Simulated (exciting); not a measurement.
# PtSe2 (Sudovikovite) (P-3m1) in exciting: further runs

One crystal, PtSe2 (Sudovikovite), is run at these levels: acPBE, LDA-VWN; tasks: density of states, electric field gradients.

Program: exciting (release sodium). These are calculated values, not measurements. Logs are shortened: lines on timing, memory, paths and dates and some standing lists are left out, and cuts for length are marked.

## Step 1: Starting point

Symmetry: P-3m1, No. 164, trigonal system. The conventional cell has a = 3.724 Å, b = 3.724 Å, c = 5.062 Å, α = 90.00°, β = 90.00°, γ = 120.00°. Around Pt (site symmetry -3m) lie 6 Se at 2.49 Å. Se (site symmetry 3m) is surrounded by 3 Pt at 2.49 Å.

## Step 2: Density of states, acPBE

run_exciting.py reads:

```python
import subprocess
import xml.etree.ElementTree as ET
from ase.io import read
from ase.units import Bohr

atoms = read("PtSe2.xyz")
rmt = {'Pt': 2.3, 'Se': 2.0}  # bohr
tasks = """
<groundstate do="fromscratch" ngridk="7 7 4" rgkmax="8" gmaxvr="14" lmaxapw="10" lmaxmat="10" lmaxvr="8" xctype="GGA_AC_PBE" stype="Fermi Dirac" swidth="0.00499791" nempty="16" ValenceRelativity="iora*" epsengy="1e-05" epspot="1e-05" maxscl="60" outputlevel="low"/>
<properties>
  <dos nwdos="300" winddos="-0.3 0.3" inttype="tetra" ngrdos="100" nsmdos="1" lmirep="true"/>
  <chargedensityplot>
    <plot3d>
      <box grid="19 19 26">
        <origin coord="0 0 0"/>
        <point coord="1 0 0"/>
        <point coord="0 1 0"/>
        <point coord="0 0 1"/>
      </box>
    </plot3d>
  </chargedensityplot>
  <elfplot>
    <plot3d>
      <box grid="19 19 26">
        <origin coord="0 0 0"/>
        <point coord="1 0 0"/>
        <point coord="0 1 0"/>
        <point coord="0 0 1"/>
      </box>
    </plot3d>
  </elfplot>
  <exccplot>
    <plot3d>
      <box grid="19 19 26">
        <origin coord="0 0 0"/>
        <point coord="1 0 0"/>
        <point coord="0 1 0"/>
        <point coord="0 0 1"/>
      </box>
    </plot3d>
  </exccplot>
</properties>
"""

root = ET.Element("input")
ET.SubElement(root, "title").text = "PtSe2"
structure = ET.SubElement(root, "structure", speciespath="./", tshift="false")
crystal = ET.SubElement(structure, "crystal", scale="1.0")
for vector in atoms.cell / Bohr:
    ET.SubElement(crystal, "basevect").text = " ".join(f"{x:.12f}" for x in vector)
symbols = atoms.get_chemical_symbols()
for element in dict.fromkeys(symbols):
    species = ET.SubElement(structure, "species", speciesfile=element + ".xml", rmt=str(rmt[element]))
    for symbol, position in zip(symbols, atoms.get_scaled_positions(wrap=False)):
        if symbol == element:
            ET.SubElement(species, "atom", coord=" ".join(f"{x:.12f}" for x in position))
root.extend(ET.fromstring("<tasks>" + tasks + "</tasks>"))
ET.indent(root)
ET.ElementTree(root).write("input.xml")
subprocess.run(["exciting_smp"], check=True)
```

PtSe2.xyz reads:

```xyz
3
Lattice="3.7240000000 0.0000000000 0.0000000000 -1.8620000000 3.2250786037 0.0000000000 0.0000000000 0.0000000000 5.0620000000" Properties=species:S:1:pos:R:3 pbc="T T T"
Pt     0.0000000000      0.0000000000      0.0000000000
Se     1.8620000002      1.0750262011      3.7965000000
Se    -0.0000000002      2.1500524026      1.2655000000
```

Potentials or basis: all-electron LAPW+lo, shipped species files, valence relativity iora*.

The run is started by

```console
$ OMP_NUM_THREADS=1 python run_exciting.py
```

Log:

```text
================================================================================
EXCITING SODIUM started
[... 10 lines left out ...]

 Lattice vectors (cartesian) :
      7.0373400926      0.0000000000      0.0000000000
     -3.5186700463      6.0945152953      0.0000000000
      0.0000000000      0.0000000000      9.5657936490

 Reciprocal lattice vectors (cartesian) :
      0.8928352509      0.5154786724     -0.0000000000
      0.0000000000      1.0309573449      0.0000000000
      0.0000000000     -0.0000000000      0.6568388926

 Unit cell volume                           :     410.2690153557
 Brillouin zone volume                      :       0.6046038189

 Species :    1 (Pt)
     parameters loaded from                 :    Pt.xml
     name                                   :    platinum

     atomic positions (lattice) :
       1 :   0.00000000  0.00000000  0.00000000

 Species :    2 (Se)
     parameters loaded from                 :    Se.xml
     name                                   :    selenium

     atomic positions (lattice) :
       1 :   0.66666667  0.33333333  0.75000000
       2 :   0.33333333  0.66666667  0.25000000

 Total number of atoms per unit cell        :       3

 Spin treatment                             :    spin-unpolarised

 Number of Bravais lattice symmetries       :      24
 Number of crystal symmetries               :      12

 k-point grid                               :       7    7    4
 Total number of k-points                   :      28
 k-point set is reduced with crystal symmetries

 R^MT_min * |G+k|_max (rgkmax)              :       8.00000000

 G-vector grid sizes                        :      32    32    45
 Total number of G-vectors                  :   19111

 Total nuclear charge                       :    -146.00000000
 Total electronic charge                    :     146.00000000

 Number of empty states                     :      16
 Total number of valence states             :      48

 Exchange-correlation type                  :     300
     acPBE (asymptotically corrected PBE), arXiv:1409.4834 (2014)
     Generalised gradient approximation (GGA)

 Smearing scheme                            :    Fermi-Dirac
 Smearing width                             :       0.00499791

++++++++++++++++++++++++++++++++++++++++++++++++++++++++++++++++++++++++++++++++
+ Ending initialization                                                        +
++++++++++++++++++++++++++++++++++++++++++++++++++++++++++++++++++++++++++++++++

********************************************************************************
* Groundstate module started                                                   *
********************************************************************************
 Output level for this task is set to low

++++++++++++++++++++++++++++++++++++++++++++++++++++++++++++++++++++++++++++++++
[... 5 lines left out ...]
+ SCF iteration number :    1                                                  +
++++++++++++++++++++++++++++++++++++++++++++++++++++++++++++++++++++++++++++++++
 Total energy                               :    -23282.22370971
 _______________________________________________________________
 Fermi energy                               :         0.32125192
 DOS at Fermi energy (states/Ha/cell)       :         7.09161474
 Electron charge: Core leakage              :         0.00382636

++++++++++++++++++++++++++++++++++++++++++++++++++++++++++++++++++++++++++++++++
+ SCF iteration number :    2                                                  +
++++++++++++++++++++++++++++++++++++++++++++++++++++++++++++++++++++++++++++++++
 Total energy                               :    -23317.00794595
 _______________________________________________________________
 Fermi energy                               :         0.30679526
 DOS at Fermi energy (states/Ha/cell)       :        21.81803027
 Electron charge: Core leakage              :         0.00369891

 RMS change in effective potential (target) :  0.492328E-01  ( 0.100000E-04)
 Absolute change in total energy   (target) :   34.7842      ( 0.100000E-04)
 Charge distance                   (target) :  0.964241E-02  ( 0.100000E-04)

++++++++++++++++++++++++++++++++++++++++++++++++++++++++++++++++++++++++++++++++
+ SCF iteration number :    3                                                  +
++++++++++++++++++++++++++++++++++++++++++++++++++++++++++++++++++++++++++++++++
 Total energy                               :    -23312.29243762
 _______________________________________________________________
 Fermi energy                               :         0.30739782
 DOS at Fermi energy (states/Ha/cell)       :        19.45768377
 Electron charge: Core leakage              :         0.00370513

 RMS change in effective potential (target) :  0.284633E-01  ( 0.100000E-04)
 Absolute change in total energy   (target) :   4.71551      ( 0.100000E-04)
 Charge distance                   (target) :  0.145193E-02  ( 0.100000E-04)

++++++++++++++++++++++++++++++++++++++++++++++++++++++++++++++++++++++++++++++++
+ SCF iteration number :    4                                                  +
++++++++++++++++++++++++++++++++++++++++++++++++++++++++++++++++++++++++++++++++
 Total energy                               :    -23313.16084417
 _______________________________________________________________
 Fermi energy                               :         0.30202330
 DOS at Fermi energy (states/Ha/cell)       :        21.55818683
 Electron charge: Core leakage              :         0.00367663

 RMS change in effective potential (target) :  0.194792E-01  ( 0.100000E-04)
 Absolute change in total energy   (target) :  0.868407      ( 0.100000E-04)
 Charge distance                   (target) :  0.155837E-02  ( 0.100000E-04)
[... 166 lines left out ...]
 RMS change in effective potential (target) :  0.591050E-08  ( 0.100000E-04)
 Absolute change in total energy   (target) :  0.146755E-04  ( 0.100000E-04)
 Charge distance                   (target) :  0.229569E-08  ( 0.100000E-04)

++++++++++++++++++++++++++++++++++++++++++++++++++++++++++++++++++++++++++++++++
+ SCF iteration number :   18                                                  +
++++++++++++++++++++++++++++++++++++++++++++++++++++++++++++++++++++++++++++++++
 Total energy                               :    -23310.29896915
 _______________________________________________________________
 Fermi energy                               :         0.30386264
 DOS at Fermi energy (states/Ha/cell)       :        18.56373988
 Electron charge: Core leakage              :         0.00368154

 RMS change in effective potential (target) :  0.630971E-08  ( 0.100000E-04)
 Absolute change in total energy   (target) :  0.334700E-05  ( 0.100000E-04)
 Charge distance                   (target) :  0.651044E-09  ( 0.100000E-04)

++++++++++++++++++++++++++++++++++++++++++++++++++++++++++++++++++++++++++++++++
+ SCF iteration number :   19                                                  +
++++++++++++++++++++++++++++++++++++++++++++++++++++++++++++++++++++++++++++++++
 Total energy                               :    -23310.29896706
 _______________________________________________________________
 Fermi energy                               :         0.30386264
 DOS at Fermi energy (states/Ha/cell)       :        18.56373983
 Electron charge: Core leakage              :         0.00368154

 RMS change in effective potential (target) :  0.862604E-09  ( 0.100000E-04)
 Absolute change in total energy   (target) :  0.208864E-05  ( 0.100000E-04)
 Charge distance                   (target) :  0.340652E-09  ( 0.100000E-04)

++++++++++++++++++++++++++++++++++++++++++++++++++++++++++++++++++++++++++++++++
| Convergency criteria checked for the last 2 iterations                       +
| Convergence targets achieved. Performing final SCF iteration                 +
++++++++++++++++++++++++++++++++++++++++++++++++++++++++++++++++++++++++++++++++
 Total energy                               :    -23310.29896735
 _______________________________________________________________
 Fermi energy                               :         0.30386264
 DOS at Fermi energy (states/Ha/cell)       :        18.56373985
 Electron charge: Core leakage              :         0.00368154

++++++++++++++++++++++++++++++++++++++++++++++++++++++++++++++++++++++++++++++++
[... 12 lines left out ...]
| EXCITING SODIUM stopped                                                      =
================================================================================
```

It took 4.8 min on 1 thread of Arm Neoverse V2, shared host; peak memory 0.17 GiB.

What came out:

```yaml
Band_gap_on_the_k_mesh: none (metal or under the smearing width)
Density_of_states_at_the_Fermi_level: 0.68 states/eV per cell
```

States per cell in windows of 1 eV (zero at the Fermi level; states under -8 eV left out):
| from (eV) | total | Pt1 d | Se2 p | Se3 p | Pt1 s | Pt1 p | Se2 s |
| --- | --- | --- | --- | --- | --- | --- | --- |
| -8.0 | 0.47 | 0.07 | 0.05 | 0.05 | 0.05 | 0.00 | 0.00 |
| -7.0 | 3.09 | 0.97 | 0.32 | 0.32 | 0.10 | 0.02 | 0.02 |
| -6.0 | 2.66 | 0.99 | 0.26 | 0.26 | 0.06 | 0.03 | 0.03 |
| -5.0 | 3.56 | 1.73 | 0.27 | 0.27 | 0.04 | 0.04 | 0.03 |
| -4.0 | 2.76 | 1.60 | 0.15 | 0.15 | 0.07 | 0.03 | 0.01 |
| -3.0 | 2.43 | 0.91 | 0.28 | 0.28 | 0.02 | 0.06 | 0.01 |
| -2.0 | 2.39 | 0.57 | 0.41 | 0.41 | 0.01 | 0.08 | 0.02 |
| -1.0 | 0.58 | 0.09 | 0.12 | 0.12 | 0.00 | 0.02 | 0.01 |
| 0.0 | 1.16 | 0.41 | 0.14 | 0.14 | 0.00 | 0.01 | 0.02 |
| 1.0 | 2.68 | 0.81 | 0.46 | 0.46 | 0.01 | 0.01 | 0.02 |
| 2.0 | 0.19 | 0.06 | 0.04 | 0.04 | 0.00 | 0.00 | 0.00 |
| 3.0 | 0.00 | 0.00 | 0.00 | 0.00 | 0.00 | 0.00 | 0.00 |
| 4.0 | 1.16 | 0.06 | 0.07 | 0.07 | 0.19 | 0.02 | 0.02 |
| 5.0 | 1.38 | 0.05 | 0.09 | 0.09 | 0.18 | 0.04 | 0.03 |
| 6.0 | 1.24 | 0.06 | 0.06 | 0.06 | 0.04 | 0.05 | 0.03 |
| 7.0 | 2.00 | 0.07 | 0.07 | 0.07 | 0.02 | 0.12 | 0.03 |

Caveat: the tetrahedron DOS on this energy grid can lose part of the weight of narrow d or f bands. The run has no spin-orbit coupling, so splittings on Pt are missing.

## Step 3: Electric field gradients, LDA-VWN

input.xml reads:

```xml
<input>
  <title>PtSe2</title>
  <structure speciespath="./" tshift="false" cartesian="true">
    <crystal scale="7.0373400881">
      <basevect>1.000000000001 0.000000000000 0.000000000000</basevect>
      <basevect>-0.500000000000 0.866025403787 0.000000000000</basevect>
      <basevect>0.000000000000 0.000000000000 1.359291084856</basevect>
    </crystal>
    <species speciesfile="Pt.xml" rmt="2.3">
      <atom coord="0.000000000000 0.000000000000 0.000000000000"/>
    </species>
    <species speciesfile="Se.xml" rmt="2">
      <atom coord="3.518670044405 2.031505096925 7.174345232142"/>
      <atom coord="-0.000000000352 4.063010194459 2.391448410714"/>
    </species>
  </structure>
  <groundstate do="fromscratch" ngridk="8 8 5" rgkmax="9" gmaxvr="14" lmaxapw="10" lmaxmat="10" lmaxvr="8" stype="Fermi Dirac" swidth="0.00183747" nempty="16" ValenceRelativity="iora*" epsengy="1e-05" epspot="1e-05" maxscl="60" tforce="true" outputlevel="low">
    <libxc exchange="XC_LDA_X" correlation="XC_LDA_C_VWN"/>
  </groundstate>
  <properties>
    <EFG/>
    <mossbauer/>
  </properties>
</input>
```

Potentials or basis: all-electron LAPW+lo, shipped species files, valence relativity iora*.

The run is started by

```console
$ OMP_NUM_THREADS=1 exciting_smp
```

INFO.OUT:

```text
================================================================================
EXCITING SODIUM started
[... 10 lines left out ...]

 Lattice vectors (cartesian) :
      7.0373400881      0.0000000000      0.0000000000
     -3.5186700440      6.0945152914      0.0000000000
      0.0000000000      0.0000000000      9.5657936429

 Reciprocal lattice vectors (cartesian) :
      0.8928352515      0.5154786728     -0.0000000000
      0.0000000000      1.0309573455      0.0000000000
      0.0000000000     -0.0000000000      0.6568388930

 Unit cell volume                           :     410.2690145667
 Brillouin zone volume                      :       0.6046038200

 Species :    1 (Pt)
     parameters loaded from                 :    Pt.xml
     name                                   :    platinum

     atomic positions (cartesian) :
       1 :   0.00000000  0.00000000  0.00000000

 Species :    2 (Se)
     parameters loaded from                 :    Se.xml
     name                                   :    selenium
[... 335 lines left out ...]

++++++++++++++++++++++++++++++++++++++++++++++++++++++++++++++++++++++++++++++++
| Convergency criteria checked for the last 2 iterations                       +
| Convergence targets achieved. Performing final SCF iteration                 +
++++++++++++++++++++++++++++++++++++++++++++++++++++++++++++++++++++++++++++++++
 Total energy                               :    -23290.72115828
 _______________________________________________________________
 Fermi energy                               :         0.29902636
 DOS at Fermi energy (states/Ha/cell)       :        20.53755991
 Electron charge: Core leakage              :         0.00371237

++++++++++++++++++++++++++++++++++++++++++++++++++++++++++++++++++++++++++++++++
+ Self-consistent loop stopped                                                 +
++++++++++++++++++++++++++++++++++++++++++++++++++++++++++++++++++++++++++++++++
 STATE.OUT is written

--------------------------------------------------------------------------------
- Writing atomic positions and forces                                          -
--------------------------------------------------------------------------------

 Atomic positions (cartesian) :
 atom     1  Pt  :     0.00000000    0.00000000    0.00000000
 atom     2  Se  :     3.51867004    2.03150510    7.17434523
 atom     3  Se  :    -0.00000000    4.06301019    2.39144841

 Total atomic forces including IBS (cartesian) :
 atom     1  Pt  :    -0.00000000    0.00000000   -0.00000000
 atom     2  Se  :    -0.00000000   -0.00000000   -0.00447924
 atom     3  Se  :     0.00000000    0.00000000    0.00447924

 Atomic force components including IBS (cartesian) :
 atom     1  Pt  :    -0.00000000    0.00000000    0.00000000   HF force
                 :     0.00000000    0.00000000   -0.00000000   core correction
                 :    -0.00000000    0.00000000    0.00000000   IBS correction
 atom     2  Se  :     0.00000000   -0.00000000   -0.88351711   HF force
                 :    -0.00000000    0.00000000    0.77318002   core correction
                 :     0.00000000   -0.00000000    0.10585785   IBS correction
 atom     3  Se  :    -0.00000000   -0.00000000    0.88351711   HF force
                 :     0.00000000   -0.00000000   -0.77318002   core correction
                 :     0.00000000    0.00000000   -0.10585785   IBS correction

********************************************************************************
[... 7 lines left out ...]
| EXCITING SODIUM stopped                                                      =
================================================================================
```

stdout:

```text
Info(writeefg): electric field gradient written to EFG.OUT

Info(mossbauer):
 Mossbauer parameters written to MOSSBAUER.OUT
```

Wall time 12 min (1 thread of Arm Neoverse V1, shared host); peak memory 0.18 GiB.

What came out:

| Item | Value |
| --- | --- |
| Free energy | -633772.8156 eV |
| Largest force | 0.230 eV/Å |
| Band gap on the k mesh | none (metal or under the smearing width) |

Forces in eV/Å, atoms in the order of the input:
```
Pt   0.000  0.000  0.000
Se   0.000  0.000 -0.230
Se   0.000  0.000  0.230
```

Electric field gradients, principal values (1e21 V/m²):
```tsv
atom	Vxx	Vyy	Vzz	η
1 Pt	-5.151	-5.151	10.302	0.00
2 Se	2.292	2.292	-4.583	0.00
3 Se	2.292	2.292	-4.583	0.00
```

Caveat: the field gradient of a metal still moves by tens of percent with the k mesh; the log's total energy holds no entropy term; the free energy is that total less TS from the occupations; EFG.OUT prints the tensor in atomic units and with the sign opposite to the usual one. The run has no spin-orbit coupling, so splittings on Pt are missing.
